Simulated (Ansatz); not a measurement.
# CuO (C2/c)

All numbers are calculated (PBEsol+U, U_eff = 7.0 eV (Dudarev form) on Cu d, fully localised double counting, collinear spin, scalar-relativistic, 420 eV, PAW set soft_2 (made for PBE), 7×7×4 mesh, Gaussian smearing of 0.05 eV) with the plane-wave PAW code Ansatz.

```xyz
8
Lattice="4.6837 0.0000 0.0000 4.6837 3.4226 0.0000 -0.8500 0.0000 5.0579" Properties=species:S:1:pos:R:3 pbc="T T T"
Cu    1.1709    0.8556    0.0000
Cu    5.4296    2.5669    2.5289
O     6.8130    3.1433    1.2645
O     1.7043    0.2793    3.7934
Cu    3.5128    2.5669    0.0000
Cu    3.0878    0.8556    2.5289
O     4.4712    1.4320    1.2645
O     4.0462    1.9906    3.7934
```

The structure is that of a cell as deposited in COD, unrelaxed. The cell shown is twice the primitive one, so that more magnetic patterns fit.

Cell and atoms stay fixed. Atoms count from 1 in the text and from 0 in parts of the program's output.

Two runs on this cell converged from different starts. The ends of their outputs, energies left out (λ are the eigenvalues of a shell's occupation matrix):

Run A:

```
Magnetization: 3.9952 μB (51.9976 up, 48.0024 down)
Absolute magnetization: 4.0820 μB (∫|ρ↑−ρ↓|, with the PAW one-centre terms)
Per-site moments (μB) at R_I (Å): [(0.64435, 0.80469), (0.64435, 0.80469), (0.32185, 0.80469), (0.32185, 0.80469), (0.64435, 0.80469), (0.64435, 0.80469), (0.32185, 0.80469), (0.32185, 0.80469)]
Entropy (-TS):   -0.000215 eV (-0.027 meV/atom)
Fermi energy:    11.682397 eV
--- Forces (eV/Å), atoms counted from 1 ---
  atom   1  Cu     0.00000000     0.00000000     0.00000000
  atom   2  Cu     0.00000000     0.00000000     0.00000000
  atom   3  O      0.00000000     0.07211629     0.00000000
  atom   4  O      0.00000000    -0.07211629     0.00000000
  atom   5  Cu     0.00000000     0.00000000     0.00000000
  atom   6  Cu     0.00000000     0.00000000     0.00000000
  atom   7  O      0.00000000     0.07211629     0.00000000
  atom   8  O      0.00000000    -0.07211629     0.00000000
--- Stress (GPa, compression-positive) ---
        0.249609       0.000000       0.253143
        0.000000       1.637355       0.000000
        0.253226       0.000000       1.031182
  P = ⅓ Tr σ = 0.9727 GPa (9.727 kbar)
--- Löwdin populations: 8 sites ---
  site symbol       q [e]    m [muB]
     0     Cu     17.9320     0.5791
     1     Cu     17.9320     0.5791
     2      O      6.9468     0.4139
     3      O      6.9468     0.4139
     4     Cu     17.9320     0.5791
     5     Cu     17.9320     0.5791
     6      O      6.9468     0.4139
     7      O      6.9468     0.4139
--- Occupation matrices: 4 shells (run DFT+U table (all-electron-ortho-atomic); ε = 2.49e-3) ---
  Cu0 d_3D up     Tr n = 4.9748  λ = 0.986 0.994 0.998 0.999 0.999
  Cu0 d_3D dn     Tr n = 4.3795  λ = 0.408 0.982 0.996 0.997 0.997
  Cu1 d_3D up     Tr n = 4.9748  λ = 0.986 0.994 0.998 0.999 0.999
  Cu1 d_3D dn     Tr n = 4.3795  λ = 0.408 0.982 0.996 0.997 0.997
  Cu4 d_3D up     Tr n = 4.9748  λ = 0.986 0.994 0.998 0.999 0.999
  Cu4 d_3D dn     Tr n = 4.3795  λ = 0.408 0.982 0.996 0.997 0.997
  Cu5 d_3D up     Tr n = 4.9748  λ = 0.986 0.994 0.998 0.999 0.999
  Cu5 d_3D dn     Tr n = 4.3795  λ = 0.408 0.982 0.996 0.997 0.997
```

Run B:

```
Magnetization: 0.0000 μB (50.0000 up, 50.0000 down)
Absolute magnetization: 3.0164 μB (∫|ρ↑−ρ↓|, with the PAW one-centre terms)
Per-site moments (μB) at R_I (Å): [(0.57536, 0.80469), (-0.57536, 0.80469), (0.00000, 0.80469), (0.00000, 0.80469), (0.57536, 0.80469), (-0.57536, 0.80469), (0.00000, 0.80469), (0.00000, 0.80469)]
--- Magnetisation constraints (ε_frz = 1.0e-4 eV) ---
  site  kind      target   achieved (μB)  |Δ|max (μB)  g (eV/μB)  λ_eff  esc  ok  flags
  0     per_site  +0.6400  +0.5754        6.46e-2       0.00e0    0.000  0    —   released
  1     per_site  -0.2600  -0.5754        3.15e-1       0.00e0    0.000  0    —   released
  4     per_site  +0.6400  +0.5754        6.46e-2       0.00e0    0.000  0    —   released
  5     per_site  -0.2600  -0.5754        3.15e-1       0.00e0    0.000  0    —   released
Fermi energy:    11.675852 eV
--- Forces (eV/Å), atoms counted from 1 ---
  atom   1  Cu     0.00000000     0.00000000     0.00000000
  atom   2  Cu     0.00000000     0.00000000     0.00000000
  atom   3  O      0.00000721     0.05889184    -0.00000928
  atom   4  O     -0.00000721    -0.05889184     0.00000928
  atom   5  Cu     0.00000000     0.00000000     0.00000000
  atom   6  Cu     0.00000000     0.00000000     0.00000000
  atom   7  O      0.00000721     0.05889184    -0.00000928
  atom   8  O     -0.00000721    -0.05889184     0.00000928
--- Stress (GPa, compression-positive) ---
       -0.219031      -0.000486      -0.318919
       -0.000480       0.729385      -0.000144
       -0.318924      -0.000145       0.362822
  P = ⅓ Tr σ = 0.2911 GPa (2.911 kbar)
--- Löwdin populations: 8 sites ---
  site symbol       q [e]    m [muB]
     0     Cu     17.9529     0.5250
     1     Cu     17.9529    -0.5250
     2      O      6.9298     0.0000
     3      O      6.9298     0.0000
     4     Cu     17.9529     0.5250
     5     Cu     17.9529    -0.5250
     6      O      6.9298     0.0000
     7      O      6.9298     0.0000
--- Occupation matrices: 4 shells (run DFT+U table (all-electron-ortho-atomic); ε = 1.48e-3) ---
  Cu0 d_3D up     Tr n = 4.9612  λ = 0.984 0.986 0.997 0.997 0.998
  Cu0 d_3D dn     Tr n = 4.4189  λ = 0.440 0.983 0.998 0.998 0.999
  Cu1 d_3D up     Tr n = 4.4189  λ = 0.440 0.983 0.998 0.998 0.999
  Cu1 d_3D dn     Tr n = 4.9612  λ = 0.984 0.986 0.997 0.997 0.998
  Cu4 d_3D up     Tr n = 4.9612  λ = 0.984 0.986 0.997 0.997 0.998
  Cu4 d_3D dn     Tr n = 4.4189  λ = 0.440 0.983 0.998 0.998 0.999
  Cu5 d_3D up     Tr n = 4.4189  λ = 0.440 0.983 0.998 0.998 0.999
  Cu5 d_3D dn     Tr n = 4.9612  λ = 0.984 0.986 0.997 0.997 0.998
```

Q: Which run lies higher in energy, by how much, and why?

A: Run A, by 31.1 meV/atom. Run A has a gap of 0.03 eV (close to the smearing width); run B has a gap of 0.64 eV. Run A kept 8 symmetry operations, run B 4. They differ in magnetic order (signs of the magnetic ions' moments, up to an overall flip, +−+− in run B, ++++ in run A). With J = 0 the Hubbard energy is (U/2) Σ λ(1 − λ), a penalty on fractional natural occupations. The sums Σ λ(1 − λ) over the cell's shells are 1.22 for run B and 1.18 for run A, which at U/2 = 3.50 eV give 4.28 and 4.12 eV per cell. Of the difference of 0.25 eV per cell, the Hubbard term gives -0.16 eV and all other terms 0.41 eV, so the other terms decide the order against the Hubbard term. The other terms are taken on each state's own density, so they aren't the result of a run without U.

Run A started from: ferromagnetic start, free, symmetry kept, no search, moments Cu1 1.00; Cu2 1.00; Cu5 1.00; Cu6 1.00 μB. Run B started from: ferrimagnetic site moments held at Cu1 0.64; Cu2 -0.26; Cu5 0.64; Cu6 -0.26 μB at first, then free, moments Cu1 0.64; Cu2 -0.26; Cu5 0.64; Cu6 -0.26 μB. At this level the cell was started in 17 ways, of which 1 didn't converge. Run B holds the lowest state found for this cell, which doesn't make it the ground state. The value of U was drawn from a range and not derived for this compound; another value can change gaps, moments and the order of states. Gaps are Kohn–Sham gaps over the k-mesh alone and may be smaller between its points.
